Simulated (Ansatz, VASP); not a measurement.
# W: VASP beside Ansatz

Contents of INCAR:

```
PREC     = Accurate       # precision mode
ENCUT    = 520            # plane-wave cutoff, eV
EDIFF    = 1E-6           # SCF threshold, eV
ISMEAR   = -1             # smearing method
SIGMA    = 0.1            # smearing width, eV
LREAL    = F              # projectors in reciprocal space
LASPH    = T              # aspherical terms in the spheres
NELM     = 100            # most SCF steps
ALGO     = Normal         # electronic algorithm
ISIF     = 2              # what is computed and relaxed
LWAVE    = F              # write WAVECAR
LCHARG   = F              # write CHGCAR
NBANDS   = 13             # bands
```

File KPOINTS:

```
regular mesh
0
Gamma
  15 15 15
```

Contents of POSCAR:

```
W
1.0
    0.0000000000      2.0636068784      2.0636068784
    2.0636068784      0.0000000000      2.0636068784
    2.0636068784      2.0636068784      0.0000000000
W
1
Direct
    0.0000000000      0.0000000000      0.0000000000
```

Input for Ansatz:

```yaml
crystal:
  lattice:
    - [0.0, 2.0636068784, 2.0636068784]
    - [2.0636068784, 0.0, 2.0636068784]
    - [2.0636068784, 2.0636068784, 0.0]
  atoms:
    - { symbol: W, position: [0.0, 0.0, 0.0] }
hamiltonian:
  xc: lda
  pseudopotentials:
    kind: paw
    azcp:
      W: "pseudopotentials/W.paw.azcp"
basis:
  ecutwfc: 420
  fft_grid_basis: typed
kpoints:
  mp_grid: { grid: [15, 15, 15], shift: [0, 0, 0] }
magnetization:
  spin_polarized: false
scf:
  occupations: { method: fermi_dirac, width: 0.1 }
  lower_state_search: "off"
output:
  stress: true
```

Alike in both runs: task single point; functional LDA; k mesh 15 × 15 × 15; occupations fermi-dirac, width 0.1 eV; no spin polarisation.

|  | VASP | Ansatz |
| --- | --- | --- |
| version | VASP 6.6.1 | Ansatz 0.2.0 |
| potentials or method | VASP PAW LDA potentials, release 64 (W_sv) | plane waves (420 eV) with PAW, scalar-relativistic |
| plane-wave cutoff (eV) | 520 | 420 |
| valence electrons in the cell | 14 | 14 |

|  | VASP | Ansatz | Ansatz less VASP |
| --- | --- | --- | --- |
| pressure (GPa) | -27.1 | -28.3 | -1.15 |

Ansatz warned: «pseudo_functional_mismatch».

Caveats: so large a pressure means that the cell lies far from this level's equilibrium, or that cutoff or potentials fall short (VASP). The runs have no spin-orbit coupling, so splittings on W are missing.
